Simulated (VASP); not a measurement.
The system is CaF2.

```
Ca F
1.0
     0.00000    2.71204    2.71204
     2.71204    0.00000    2.71204
     2.71204    2.71204    0.00000
Ca F
1 2
Direct
  0.00000 0.00000 0.00000
  0.25000 0.25000 0.25000
  0.75000 0.75000 0.75000
```

Base run:

| Quantity | Value |
| --- | --- |
| Program | VASP 6.6.1 |
| Functional | TB-mBJ |
| Potentials or basis | VASP PAW PBE potentials, release 64 (Ca_sv, F) |
| Cutoff | 520 eV |
| k mesh | 8 × 8 × 8 |
| Occupations | gaussian, width 0.02 eV |
| Spin | no spin polarisation |

Its results: band gap on the k mesh 10.33 eV, direct.

Problem. The run is repeated on the same cell with these changes: functional from TB-mBJ to PBEsol; further incar settings from ALGO = Normal; EDIFF = 1e-06 to ALGO = Fast; EDIFF = 1e-06. What comes out?

Solution. Band gap on the k mesh 7.21 eV, indirect (least direct gap 7.47 eV).
